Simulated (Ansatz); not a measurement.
## InSe: holes, doping and thermopower

Plane-wave DFT in Ansatz, LDA, scalar-relativistic PAW potentials, cutoff 420 eV, no spin-orbit coupling; no spin polarisation. InSe in space group C2/m, which needn't be the usual phase of this composition. Boltzmann transport at 300 K in rigid bands with one relaxation time, bands interpolated from the k mesh 10×10×8; values are means over x, y, z.

```csv
holes (cm⁻³),size of S (μV/K),σ/τ (Ω⁻¹ m⁻¹ s⁻¹)
10^18,385.8,1.19e+17
10^19,?,1.15e+18
10^20,68.2,9.12e+18
10^21,30.2,4.9e+19
```

Q: Take the lowest doping as non-degenerate: get the effective density of states and the masses, and predict the missing S.

A: For parabolic bands and one τ, |S| = (k_B/e)(5/2 − η) with k_B/e = 86.17 μV/K and n = N e^η. The first row gives η = -1.98, N = 0.72×10¹⁹ cm⁻³ and, from N = 2.509×10¹⁹ cm⁻³ × m_d^(3/2), a density-of-states mass of 0.44 mₑ (all valleys and bands together). σ/τ = ne²/m_c gives a conductivity mass of 0.24 mₑ; m_d is 1.8 times m_c, the sign of several valleys, several bands or anisotropy. A decade of doping costs (k_B/e) ln 10 = 198.4 μV/K, which predicts 187 μV/K; the run gave 198.3. There η would be 0.3, where Fermi statistics set in and S falls more slowly. At 10^21 cm⁻³ the rule would give -209 μV/K against 30.2: the gas is degenerate there. Scattering that depends on energy changes the 5/2, and whether such doping can be reached wasn't computed.

Cost: about 32 core-minutes for the runs cited, on Intel Xeon 6975P-C (Granite Rapids) (shared hosts).